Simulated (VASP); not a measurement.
A calculation with VASP 6.6.1 of Sb (ASE script, Cartesian positions):

The input run.py:

```python
from ase.calculators.vasp import Vasp
from ase.dft.bandgap import bandgap
from ase.io import read

atoms = read('Sb.xyz')
calc = Vasp(
    directory='calc',
    xc='lda',
    pp='LDA',
    setups='minimal',
    prec='Accurate',
    encut=500,
    ediff=1e-06,
    ismear=0,
    sigma=0.05,
    lreal=False,
    lasph=True,
    nelm=60,
    algo='Normal',
    isif=2,
    lwave=False,
    lcharg=False,
    kpts=[8, 8, 8],
    gamma=True,
)
atoms.calc = calc

print('energy (eV):', atoms.get_potential_energy())
print('free energy (eV):', atoms.get_potential_energy(force_consistent=True))
print('forces (eV/A):')
print(atoms.get_forces())
print('stress (eV/A^3, Voigt):', atoms.get_stress())
print('Fermi level (eV):', calc.get_fermi_level())
gap, top, bottom = bandgap(calc)
print('band gap (eV):', gap, 'from (spin, k, band)', top, 'to', bottom)
```

The input Sb.xyz:

```xyz
2
Lattice="2.1542000000 1.2437279499 3.7580000000 -2.1542000000 1.2437279499 3.7580000000 0.0000000000 -2.4874558998 3.7580000000" Properties=species:S:1:pos:R:3 pbc="T T T"
Sb     0.0000000000      0.0000000000      8.6416337400
Sb     0.0000000000      0.0000000000      2.6323662600
```

Potentials or basis: VASP PAW LDA potentials, release 64 (Sb).

The run is started by

```console
$ python run.py
```

Task: Write the same calculation in another form: native input, structure from a POSCAR.

Result: As run:

INCAR

```
ALGO = Normal
EDIFF = 1E-7
ENCUT = 500
ISIF = 2
ISMEAR = 0
LASPH = T
LCHARG = T
LELF = T
LREAL = F
LVHAR = T
LWAVE = F
NELM = 80
PREC = Accurate
SIGMA = 0.05
```

Contents of KPOINTS:

```
k-points
0
Gamma
  8 8 8
```

Contents of POSCAR:

```
Sb
1.0
    2.1542000000      1.2437279499      3.7580000000
   -2.1542000000      1.2437279499      3.7580000000
    0.0000000000     -2.4874558998      3.7580000000
Sb
2
Cartesian
    0.0000000000      0.0000000000      8.6416337400
    0.0000000000      0.0000000000      2.6323662600
```

Potentials or basis: VASP PAW LDA potentials, release 64 (Sb).

Command:

```bash
$ cat potpaw_LDA.64/Sb/POTCAR > POTCAR
$ mpirun -np 1 vasp_std > vasp.out
```

Both were run:

|  | ASE script, Cartesian positions | native input, structure from a POSCAR |
| --- | --- | --- |
| Pressure | -0.9 GPa | -0.9 GPa |
| Largest force | 0.064 eV/Å | 0.064 eV/Å |
| Band gap on the k mesh | none (metal or under the smearing width) | none (metal or under the smearing width) |

Keys that steer only the numerical path or the files written may differ.
